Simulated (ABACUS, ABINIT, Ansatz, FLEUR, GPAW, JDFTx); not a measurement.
# One calculation of Fe, 6 ways

```xyz
1
Lattice="-1.4815 1.4342 1.4590 1.4675 -1.4310 1.4417 1.4535 1.4030 -1.4557" Properties=species:S:1:pos:R:3 pbc="T T T"
Fe   -0.0126   -0.0290   -0.0073
```

The given cell was strained at random by a few per cent at fixed volume.

Alike in all runs: task single point; functional PBEsol; k mesh 13 × 13 × 13; occupations fermi-dirac, width 0.05 eV; collinear spin, ferromagnetic start; no spin-orbit coupling. Pressure is positive in compression and, in plane waves, holds the error of the finite cutoff.

```csv
program and potentials,plane-wave cutoff (eV),notes,pressure (GPa),net moment per atom (μB),energy over the undisturbed cell (meV/atom)
"JDFTx, PseudoDojo-SR-PBEsol-0.4.1-standard with smoothed tails",1225,16 valence electrons an atom on average,-15.20,2.40,2.50
"ABACUS, PseudoDojo NC SR 0.4.1 PBEsol standard, plane waves",1225,16 valence electrons an atom on average,?,?,?
"ABINIT, PseudoDojo NC SR PBEsol v0.4.1 standard",1225,16 valence electrons an atom on average,-15.21,2.40,-
"GPAW, PAW data sets generated for this functional",600,8 valence electrons an atom on average,-15.80,2.26,3.02
"FLEUR, all-electron, FLAPW",-,-,-,2.27,2.93
"Ansatz, all-electron LAPW, scalar-relativistic",-,-,-17.91,2.26,-
```

Problem. Estimate from the other rows what the run with ABACUS, PseudoDojo NC SR 0.4.1 PBEsol standard, plane waves gave.

Solution. Pressure -15.20 GPa; net moment per atom 2.40 μB; energy over the undisturbed cell 2.46 meV/atom. The other rows, which needn't bracket it: pressure -17.91 to -15.20; net moment per atom 2.26 to 2.40; energy over the undisturbed cell 2.50 to 3.02.
